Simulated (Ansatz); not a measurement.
Crystal: TaN.

```
Ta N
1.0
     0.00000    2.21132    2.21132
     2.21132    0.00000    2.21132
     2.21132    2.21132    0.00000
Ta N
1 1
Direct
  0.50000 0.50000 0.50000
  0.00000 0.00000 0.00000
```

The cell comes from a database or a generator and needn't be the stable form of this composition.

```yaml
Program: Ansatz 0.2.0
Task: relaxation of cell and atoms
Functional: revPBE
Dispersion: D4
Potentials_or_basis: all-electron LAPW, scalar-relativistic
Basis_error_allowed: 0.001 eV/atom
k_mesh: 10 × 10 × 10
Occupations: fermi-dirac, width 0.05 eV
Spin: no spin polarisation
```

At the start: volume 10.81 Å³/atom.

Task: How do energy, volume and symmetry change on relaxing?

Result: Over 5 steps the energy falls by 6.6 meV/atom and the volume is 10.55 Å³/atom (-2.4 %); space group Fm-3m (No. 225, to 0.05 Å).

Step by step:
```tsv
step	energy change (eV)	largest force (eV/Å)	volume (Å³)
1	0.0000	0.0000	21.63
2	-0.0112	0.0000	20.89
3	-0.0133	0.0000	21.11
4	-0.0133	0.0000	21.10
5	-0.0133	0.0000	21.10
```

Final structure:
```cif
data_structure
_symmetry_space_group_name_H-M 'P 1'
_symmetry_Int_Tables_number 1
_cell_length_a 3.1016
_cell_length_b 3.1016
_cell_length_c 3.1016
_cell_angle_alpha 60.000
_cell_angle_beta 60.000
_cell_angle_gamma 60.000
_cell_volume 21.10
loop_
_atom_site_label
_atom_site_type_symbol
_atom_site_fract_x
_atom_site_fract_y
_atom_site_fract_z
_atom_site_occupancy
Ta1 Ta 0.50000 0.50000 0.50000 1
N1 N 0.00000 0.00000 0.00000 1
```
